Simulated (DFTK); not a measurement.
Input of a DFTK 0.8.2 run:

Contents of run.jl:

```julia
using DFTK
using PseudoPotentialData
using Unitful, UnitfulAtomic
using LinearAlgebra, Printf
include("save.jl")
disable_threading()

# lattice vectors are the columns
lattice = austrip(1u"Å") * [           0.0       2.211323       2.211323;
                 2.211323            0.0       2.211323;
                 2.211323       2.211323            0.0]
symbols   = [:Ta, :N]
positions = [[0.513526, 0.484213, 0.528979],
             [-0.012902, -0.014702, 0.015695]]
pseudopotentials = PseudoFamily("dojo.nc.sr.pbesol.v0_4_1.standard.upf")
elements = Dict(s => ElementPsp(s, pseudopotentials) for s in unique(symbols))
atoms    = [elements[s] for s in symbols]

build_model(lattice, positions; symmetries=true) =
    model_DFT(lattice, atoms, positions;
              functionals=PBEsol(),
              temperature=austrip(0.05u"eV"),
              smearing=Smearing.FermiDirac(),
              symmetries)
Ecut  = 42.0  # hartree
kgrid = [10, 10, 10]
tol   = 1e-6
to_GPa = ustrip(uconvert(u"GPa", 1u"hartree/bohr^3"))

model = build_model(lattice, positions)
basis = PlaneWaveBasis(model; Ecut, kgrid)
display(basis)
scfres = self_consistent_field(basis;
                               tol,
                               nbandsalg=AdaptiveBands(model; n_bands_converge=14))
display(scfres.energies)
@printf "Fermi level: %.6f eV\n" ustrip(auconvert(u"eV", something(scfres.εF, NaN)))
forces = compute_forces_cart(scfres)
println("Forces (eV/Å)")
for (s, f) in zip(symbols, forces)
    @printf "%-3s %12.6f %12.6f %12.6f\n" s ustrip.(auconvert.(u"eV/Å", f))...
end
stress = compute_stresses_cart(scfres)
println("Stress (GPa)")
display(round.(stress * to_GPa; digits=4))
println("Levels at the first k-point (eV): ", round.(ustrip.(auconvert.(u"eV", scfres.eigenvalues[1][1:scfres.n_bands_converge])); digits=4))
save_scf!(scfres; forces, stress)
```

Potentials or basis: dojo.nc.sr.pbesol.v0_4_1.standard.upf (PBEsol).

The run is started by

```sh
$ julia --threads=1 run.jl  # save.jl only writes the numbers to a file and isn't shown; printed stress counts tension as positive; times include loading and compiling
```

(1) What does it give for the largest force?

(2) What does it give for the pressure?

Results:

(1) 0.770 eV/Å.

(2) -9.3 GPa.
